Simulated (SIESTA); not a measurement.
Wanted: the native input for a SIESTA 5.4.2 run.

```
Task                : band structure
Functional          : vdW-DF-cx
Potentials or basis : PseudoDojo 0.4 standard (PBE files)
Basis               : DZP (energy shift 0.003 Ry)
Grid cutoff         : 500 Ry
Energy shift        : 0.003 Ry
k mesh              : 13 × 13 × 13
Occupations         : fermi-dirac, width 0.05 eV
Spin                : no spin polarisation
```

The system is C.

```xyz
2
Lattice="0.0000 1.7834 1.7834 1.7834 0.0000 1.7834 1.7834 1.7834 0.0000" Properties=species:S:1:pos:R:3 pbc="T T T"
C     2.6751    2.6751    2.6751
C     1.7834    1.7834    1.7834
```

This isn't the form of C at room conditions, which is graphite.

The input as run:

C.fdf

```
SystemName                      Diamond
SystemLabel                     C
NumberOfSpecies                 1
NumberOfAtoms                   2
%block ChemicalSpeciesLabel
  1   6 C
%endblock ChemicalSpeciesLabel

LatticeConstant                 1.0 Ang
%block LatticeVectors
     0.0000000000     1.7833700000     1.7833700000
     1.7833700000     0.0000000000     1.7833700000
     1.7833700000     1.7833700000     0.0000000000
%endblock LatticeVectors
AtomicCoordinatesFormat         Ang
%block AtomicCoordinatesAndAtomicSpecies
     2.6750550000     2.6750550000     2.6750550000  1
     1.7833700000     1.7833700000     1.7833700000  1
%endblock AtomicCoordinatesAndAtomicSpecies

%block kgrid.MonkhorstPack
   13   0   0  0.0
    0  13   0  0.0
    0   0  13  0.0
%endblock kgrid.MonkhorstPack
XC.Functional                   VDW
XC.Authors                      BH
PAO.BasisSize                   DZP
PAO.EnergyShift                 0.003 Ry
Mesh.Cutoff                     500 Ry
OccupationFunction              FD
ElectronicTemperature           0.05 eV
MaxSCFIterations                120
SCF.MustConverge                false
SCF.Mixer.Method                Pulay
SCF.Mixer.Weight                0.25
SCF.Mixer.History               8
SCF.DM.Tolerance                5.0e-05
SCF.H.Tolerance                 1.0e-03 eV
WriteForces                     true
Charge.Mulliken                 end
BandLinesScale                  ReciprocalLatticeVectors
%block BandLines
    1    0.000000   0.000000   0.000000  \Gamma
   12    0.500000   0.000000   0.500000  X
    6    0.500000   0.250000   0.750000  W
    4    0.375000   0.375000   0.750000  K
   13    0.000000   0.000000   0.000000  \Gamma
   11    0.500000   0.500000   0.500000  L
    8    0.625000   0.250000   0.625000  U
    4    0.500000   0.250000   0.750000  W
    9    0.500000   0.500000   0.500000  L
    8    0.375000   0.375000   0.750000  K
    1    0.625000   0.250000   0.625000  U
    4    0.500000   0.000000   0.500000  X
%endblock BandLines
```

Potentials or basis: PseudoDojo 0.4 standard (PBE files), DZP (energy shift 0.003 Ry).

The run is started by

```sh
$ siesta C.fdf > C.out 2>&1
```

It gave:

```
Pressure                : 8.4 GPa
Band gap on the k mesh  : 4.23 eV, indirect (least direct gap 5.67 eV)
Band gap along the path : 4.22 eV, indirect (least direct gap 5.67 eV)
```

Caveat: the potentials were made for another functional, which shifts forces and pressure; the basis of atomic orbitals isn't converged, which shifts pressures, moduli and gaps.

Run time: 42 s on 1 thread of Intel(R) Xeon(R) 6975P-C (Granite Rapids) (shared host), peak memory 0.26 GiB.
